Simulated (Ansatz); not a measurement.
# CoPdO2 (R-3m) in Ansatz: a run that goes wrong, beside a sound one

Two runs on CoPdO2: the first has a flaw, the second is sound.

All numbers are computed with Ansatz 0.2.0; they aren't measurements. Logs are shortened: lines on timing, memory, paths and dates and some standing lists are left out, and cuts for length are marked.

### Step 1. The structure

The structure is trigonal, space group R-3m (No. 166). Conventional cell: a = 2.863 Å, b = 2.863 Å, c = 17.873 Å, α = 90.00°, β = 90.00°, γ = 120.00°. Pd (site symmetry -3m) has 2 O at 2.01 Å as nearest neighbours. Co (site symmetry -3m) has 6 O at 1.92 Å as nearest neighbours. O (site symmetry 3m) is surrounded by 3 Co at 1.92 Å and 1 Pd at 2.01 Å.

The cell is a database's computed one.

### Step 2. A run with an altered input

input.yaml reads:

```yaml
crystal:
  lattice:
    - [1.4316899074, 0.8265865534, 5.9577715763]
    - [-1.4316899074, 0.8265865534, 5.9577715763]
    - [0.0, -1.6531731068, 5.9577715763]
  atoms:
    - { symbol: Pd, position: [0.0, 0.0, 0.0] }
    - { symbol: Co, position: [0.5, 0.5, 0.5], spin: 2.0 }
    - { symbol: O, position: [0.112476, 0.112476, 0.112476] }
    - { symbol: O, position: [0.887524, 0.887524, 0.887524] }
hamiltonian:
  xc: pbesol
  pseudopotentials: { kind: paw }
magnetization:
  spin_polarized: true
kpoints:
  mp_grid: { grid: [11, 11, 11] }
scf:
  occupations: { method: fermi_dirac, width: 0.05 }
  n_extra_bands: 10
  mixing_beta: 60
  max_iter: 100
output:
  forces: true
  stress: true
  eigenvalues: true
  dos: { projected: true, de: 0.05, nscf_kmesh: { grid: [17, 17, 17] } }
```

Potentials or basis: Ansatz PAW.

The run is started by

```bash
> ansatz run input.yaml --threads 2 --pin off --max-ram 5632MiB --backend cpu --events-out ev --progress --plain --runs-dir out
```

Log:

```text
Error: YAML parse error: error: line 21 column 3: unknown field `mixing_beta`, expected one of max_iter, algorithm, n_extra_bands, self_checks, convergence, lower_state_search, omitted_lower_state_checks, lower_solution_reach, mixing, occupations, eigensolver, initial_density, exx
  --> <input>:21:3
   |
19 |   occupations: { method: fermi_dirac, width: 0.05 }
20 |   n_extra_bands: 10
21 |   mixing_beta: 60
   |   ^ unknown field `mixing_beta`, expected one of max_iter, algorithm, n_extra_bands, self_checks, convergence, lower_state_search, omitted_lower_state_checks, lower_solution_reach, mixing, occupations, eigensolver, initial_density, exx
22 |   max_iter: 100
23 | output:
   |
```

Run time: 0.03 s. Hardware: 2 threads of Intel Xeon Platinum 8375C at 2.90GHz (Ice Lake), shared host; peak memory 0.03 GiB.

The input was rejected before any iteration. The fault, put in on purpose: a keyword of another program (scf.mixing_beta = 60).

### Step 3. Projected density of states, PBEsol, collinear spin, ferromagnetic start

input.yaml, as its differences from that of step 2:

```diff
@@ -20,4 +20,2 @@
   n_extra_bands: 10
-  mixing_beta: 60
-  max_iter: 100
 output:
```

Potentials or basis: Ansatz PAW.

The run is started by

```bash
> ansatz run input.yaml --threads 2 --pin off --max-ram 5632MiB --backend cpu --events-out ev --progress --plain --runs-dir out
```

Run time: 34 s. Hardware: 2 threads of Intel Xeon Platinum 8375C at 2.90GHz (Ice Lake), shared host; peak memory 0.85 GiB.

The run converged. Its results:

* Free energy: -13119.7975 eV
* Pressure: -10.6 GPa
* Largest force: 0.238 eV/Å
* Band gap on the k mesh: none (metal or under the smearing width)
* Net moment: 0.00 μB per cell
* Absolute moment: 0.00 μB per cell
* Density of states at the Fermi level: 0.87 states/eV per cell

Forces in eV/Å, atoms in the order of the input:
```
Pd   0.000  0.000  0.000
Co   0.000  0.000  0.000
O    0.000  0.000  0.238
O    0.000  0.000 -0.238
```

Stress tensor (GPa, compression positive):
```
 -9.93   0.00   0.00
  0.00  -9.93   0.00
  0.00   0.00 -11.94
```

Levels at points of the mesh, in eV from the Fermi level:
Spin up:
| k point | band 22 | band 23 | band 24 | band 25 | band 26 | band 27 |
| --- | --- | --- | --- | --- | --- | --- |
| (0.00, 0.00, 0.00) | -1.28 | -1.28 | -0.80 | 2.13 | 2.13 | 2.90 |
Spin down:
```tsv
k point	band 20	band 21	band 22	band 23	band 24	band 25	band 26	band 27	band 28	band 29
(0.00, 0.00, 0.00)	-1.51	-1.51	-1.28	-1.28	-0.80	2.13	2.13	2.90	6.32	9.15
```

States per cell in windows of 1 eV (zero at the Fermi level; states under -8 eV left out):
| from (eV) | up | down | O 2p up | O 2p down | Pd 4d up | Pd 4d down | Co 3d up | Co 3d down |
| --- | --- | --- | --- | --- | --- | --- | --- | --- |
| -8.0 | 1.32 | 1.32 | 0.94 | 0.94 | 0.14 | 0.14 | 0.16 | 0.16 |
| -7.0 | 1.27 | 1.27 | 0.87 | 0.87 | 0.12 | 0.12 | 0.24 | 0.24 |
| -6.0 | 1.65 | 1.65 | 1.07 | 1.07 | 0.16 | 0.16 | 0.36 | 0.36 |
| -5.0 | 1.54 | 1.54 | 0.96 | 0.96 | 0.38 | 0.38 | 0.13 | 0.13 |
| -4.0 | 1.05 | 1.05 | 0.33 | 0.33 | 0.64 | 0.64 | 0.04 | 0.04 |
| -3.0 | 1.62 | 1.62 | 0.16 | 0.16 | 1.26 | 1.26 | 0.15 | 0.15 |
| -2.0 | 2.82 | 2.82 | 0.16 | 0.16 | 1.36 | 1.36 | 1.23 | 1.23 |
| -1.0 | 2.13 | 2.13 | 0.28 | 0.28 | 0.42 | 0.42 | 1.35 | 1.35 |
| 0.0 | 0.82 | 0.82 | 0.16 | 0.16 | 0.22 | 0.22 | 0.34 | 0.34 |
| 1.0 | 1.65 | 1.65 | 0.61 | 0.61 | 0.12 | 0.12 | 0.85 | 0.85 |
| 2.0 | 0.02 | 0.02 | 0.00 | 0.00 | 0.00 | 0.00 | 0.00 | 0.00 |
| 3.0 | 0.58 | 0.58 | 0.07 | 0.07 | 0.07 | 0.07 | 0.02 | 0.02 |
| 4.0 | 0.29 | 0.29 | 0.03 | 0.03 | 0.02 | 0.02 | 0.01 | 0.01 |
| 5.0 | 0.10 | 0.10 | 0.00 | 0.00 | 0.00 | 0.00 | 0.00 | 0.00 |
| 6.0 | 0.12 | 0.12 | 0.00 | 0.00 | 0.00 | 0.00 | 0.00 | 0.00 |
| 7.0 | 0.12 | 0.12 | 0.01 | 0.01 | 0.00 | 0.00 | 0.00 | 0.00 |

Caveat: the starting moments collapsed, and a magnetic state may lie lower; the pressure holds a Pulay correction of +0.7 GPa for the finite cutoff; semilocal functionals often make such compounds metallic where correlation or magnetic order opens a gap, which also shifts bond lengths; the PAW data sets come from PBE, with cores solved anew for the run's functional, which leaves a small shift of forces and pressure; the starting moments weren't kept. With open d or f shells a metallic result of PBEsol can be an artefact of self-interaction; +U or a hybrid may open a gap.
